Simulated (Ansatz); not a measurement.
Runs of Ansatz 0.2.0 on NbP. It takes space group I4_1md (No. 109, tetragonal). The conventional cell has a = 3.350 Å, b = 3.350 Å, c = 11.480 Å, α = 90.00°, β = 90.00°, γ = 90.00°. Around Nb (site symmetry 2mm) lie 6 P at 2.55 Å. Around P (site symmetry 2mm) lie 6 Nb at 2.55 Å. The cell is a database's computed one.

| task | level | spin | cell | k mesh | points for each segment of the path | mesh quality | gap on the mesh (eV) | pressure (GPa) | largest force (eV/Å) |
| --- | --- | --- | --- | --- | --- | --- | --- | --- | --- |
| band structure | LDA | SOC, no magnetisation | as given | 8 × 8 × 8 | 14 | not flagged | none | -9.3 | 0.02 |
| band structure | PBEsol | off | as given | 11 × 11 × 11 | 14 | not flagged | none | -6.4 | 0.02 |
| band structure | HSE06 | off | as given | 6 × 6 × 6 | 4 | coarse | - | (b) | 0.01 |
| band structure | LDA | off | as given | 11 × 11 × 11 | 14 | not flagged | none | (a) | 0.02 |
| relaxation of cell and atoms | LDA | off | relaxed | 11 × 11 × 11 | - | not flagged | - | 0.0 | - |

Alike in all rows: potentials or basis Ansatz PAW; cutoff (eV) 420; smearing fermi-dirac 0.05 eV.

**Question.** Estimate the missing entries.

**Answer.** (a) -9.4; (b) -5.4.

Caveats: some runs use coarse meshes; the PAW data sets come from PBE, with cores solved anew for the run's functional, which leaves a small shift of forces and pressure; the thresholds are loose for stress (some runs); the plane-wave basis is chosen anew once the cell has moved, so the energies of steps on either side of that aren't comparable (some runs).

A k mesh can miss the band edges, and rows without SOC leave out spin-orbit coupling on Nb.

A gap of «none» marks a metal or a gap under the smearing width.

Runs at the PBE level aren't shown here.
